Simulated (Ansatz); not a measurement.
# GaN: the cost of one run

All numbers below are computed with Ansatz 0.2.0 (DFT PBE, scalar-relativistic, plane waves, PAW).

### Step 1. The starting structure

The cell holds 14 atoms (Ga7N7): a = 5.476 Å, b = 5.747 Å, c = 5.589 Å, α = 90.20°, β = 95.41°, γ = 92.01°.

7 Ga, 7 N were thrown into a skewed cell at random, at 1.00 times a reference volume of the solid, and pushed apart as soft spheres.

As a file:

```
Ga N
1.0
     5.46883   -0.09876   -0.26118
    -0.09876    5.74635   -0.01209
    -0.26118   -0.01209    5.58293
Ga N
7 7
Cartesian
  0.3732 4.9869 3.6638
  0.4532 2.0731 4.4641
  3.0445 0.8654 3.7829
  0.2722 4.9632 0.9018
  3.2585 -0.0505 0.9173
  2.5664 3.4599 5.0733
  -0.0989 2.3866 1.5842
  0.7775 0.8849 2.2681
  5.1671 3.6597 4.6566
  2.2900 4.8424 3.6033
  4.1860 4.2359 1.8075
  4.4765 0.1945 4.9211
  2.7672 1.9597 0.8838
  2.2604 2.4607 3.3062
```

### Step 2. Langevin stage at 4000 K

The cutoff is lowered while the worst contacts of the packing are taken out. One k point, a Fermi-Dirac width of 0.345 eV and a fixed cell.

Input file input.yaml:

```yaml
crystal:
  lattice:
    - [5.468829, -0.098757, -0.261184]
    - [-0.098757, 5.746348, -0.012091]
    - [-0.261184, -0.012091, 5.582925]
  atoms:
    - { symbol: Ga, position: [0.1156561897, 0.8712238595, 0.6635558317] }
    - { symbol: Ga, position: [0.1279586534, 0.3646649456, 0.8063833583] }
    - { symbol: Ga, position: [0.5933417384, 0.1622835148, 0.7056929524] }
    - { symbol: Ga, position: [0.0733700668, 0.8653189631, 0.166832797] }
    - { symbol: Ga, position: [0.6050740842, 0.0020221187, 0.1926217545] }
    - { symbol: Ga, position: [0.5249808718, 0.6130926532, 0.934609662] }
    - { symbol: Ga, position: [0.00303564, 0.4159721254, 0.2847939342] }
    - { symbol: "N", position: [0.1648126553, 0.1576908578, 0.4143056863] }
    - { symbol: "N", position: [0.9988140631, 0.6559004495, 0.882231932] }
    - { symbol: "N", position: [0.4660749863, 0.8521137996, 0.6690667776] }
    - { symbol: "N", position: [0.7963157549, 0.7516026645, 0.3626327978] }
    - { symbol: "N", position: [0.8634934941, 0.0506343111, 0.9219578736] }
    - { symbol: "N", position: [0.5210834031, 0.3503714399, 0.1834424819] }
    - { symbol: "N", position: [0.4505550517, 0.4372630537, 0.6142294021] }
  symmetry: { detect: false }
basis:
  ecutwfc: 320
  xc_grid: 1
kpoints:
  mp_grid: { grid: [1, 1, 1], shift: [0.25, 0.25, 0.25] }
hamiltonian:
  xc: pbe
scf:
  occupations: { method: fermi_dirac, width: 0.3447 }
  lower_state_search: "off"
  convergence: { dr2_threshold: 1.0e-05 }
output:
  forces: true
  stress: true
md:
  timestep: 2.0
  n_steps: 24
  ensemble: nvt_langevin
  friction: 0.03
  temperature: 4000.0
  initial_velocities: maxwell_boltzmann
  seed: 24547
```

Started as:

```
$ ansatz run input.yaml --threads 2 --pin off --max-ram 5120MiB --backend cpu --events-out ev --progress --plain --runs-dir out
```

**Question.** How long does this run take on 2 threads of Intel Xeon at 2.70GHz, shared host, and how much memory does it need?

About 29 s, with a peak of 0.37 GiB.
